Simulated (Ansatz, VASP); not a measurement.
Ba: VASP beside Ansatz

```
CELL_PARAMETERS angstrom
4.02564 -0.61933 -0.61933
-0.61933 4.02564 -0.61933
-0.61933 -0.61933 4.02564
ATOMIC_POSITIONS crystal
Ba 0.00000 0.00000 0.00000
```

Alike in both runs: task single point; functional PBEsol; k mesh 14 × 14 × 14; occupations gaussian, width 0.15 eV; no spin polarisation.

|  | VASP | Ansatz |
| --- | --- | --- |
| version | VASP 6.6.1 | Ansatz 0.2.0 |
| potentials or method | VASP PAW PBE potentials, release 64 (Ba_sv) | scalar-relativistic, plane waves, PAW |
| plane-wave cutoff (eV) | 520 | 420 |
| valence electrons in the cell | 10 | 10 |

Ansatz gave:

| Quantity | Value |
| --- | --- |
| gap on the k mesh at the Fermi level (eV) | none |
| pressure (GPa) | -0.3 |
| largest component of the traceless stress (GPa) | 0.86 |

**Question.** Which values does VASP return?

**Answer.** gap on the k mesh at the Fermi level (eV): none; pressure (GPa): -0.2; largest component of the traceless stress (GPa): 0.87.

A gap of «none» marks a metal or a gap that the smearing closes.

Caveats: the PAW data sets were made with another functional, which shifts forces and pressure a little (VASP). The runs have no spin-orbit coupling, so splittings on Ba are missing.
